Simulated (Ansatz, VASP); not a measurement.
## PtSe in VASP and in Ansatz

File INCAR:

```
SYSTEM = PtSe
ALGO     = Normal         ! electronic algorithm
EDIFF    = 1E-8           ! SCF threshold, eV
ENCUT    = 520            ! plane-wave cutoff, eV
GGA      = PE             ! functional
ISIF     = 2              ! what is computed and relaxed
ISMEAR   = -1             ! smearing method
LASPH    = .TRUE.         ! aspherical terms in the spheres
LCHARG   = .FALSE.        ! write CHGCAR
LEFG     = .TRUE.       
LREAL    = .FALSE.        ! projectors in reciprocal space
LWAVE    = .FALSE.        ! write WAVECAR
NBANDS   = 15             ! bands
NELM     = 60             ! most SCF steps
PREC     = Accurate       ! precision mode
SIGMA    = 0.03           ! smearing width, eV
```

The input KPOINTS:

```
k-points
0
G
  11 11 11
  0 0 0
```

POSCAR

```
PtSe
1.0
    0.0000000000      2.6845407477      2.5646470285
    2.6845407477      0.0000000000      2.5646470285
    2.6845407477      2.6845407477      0.0000000000
Pt Se
1 1
Direct
    0.0000000000      0.0000000000      0.0000000000
    0.5000000000      0.5000000000      0.5000000000
```

Input for Ansatz:

```yaml
crystal:
  lattice:
    - [0.0, 2.6845407477, 2.5646470285]
    - [2.6845407477, 0.0, 2.5646470285]
    - [2.6845407477, 2.6845407477, 0.0]
  atoms:
    - { symbol: Pt, position: [0.0, 0.0, 0.0] }
    - { symbol: Se, position: [0.5, 0.5, 0.5] }
kpoints:
  mp_grid: { grid: [11, 11, 11] }
scf:
  occupations: { method: fermi_dirac, width: 0.03 }
hamiltonian:
  xc: pbe
  pseudopotentials: { kind: paw }
output:
  forces: true
  stress: true
  eigenvalues: true
  efg: { contact_densities: true }
```

Change from the starting cell: z stretched by -3 % at fixed volume, PAW files.

Alike in both runs: task electric field gradients; functional PBE; k mesh 11 × 11 × 11; occupations fermi-dirac, width 0.03 eV; no spin polarisation.

```csv
,VASP,Ansatz
version,VASP 6.6.1,Ansatz 0.2.0
potentials or method,"VASP PAW PBE potentials, release 64 (Pt, Se)","PAW with Ansatz's default frozen-core files, scalar-relativistic"
plane-wave cutoff (eV),520,420
valence electrons in the cell,16,34
```

Ansatz gave:

| Item | Value |
| --- | --- |
| pressure (GPa) | 0.7 |
| largest component of the traceless stress (GPa) | 6.03 |
| Vzz of the field gradient on the site that differs most (V/Å²) | -33.4 |

**Question.** Which values does VASP return?

**Answer.** Pressure (GPa): 0.6; largest component of the traceless stress (GPa): 6.10; Vzz of the field gradient on the site that differs most (V/Å²): -75.6.

With one functional, cell and mesh, what is left measures potentials, basis and numerics. The two sets of potentials don't hold the same shells in valence. Ansatz warned: «gradients_without_spin_orbit».

The runs have no spin-orbit coupling, so splittings on Pt are missing.
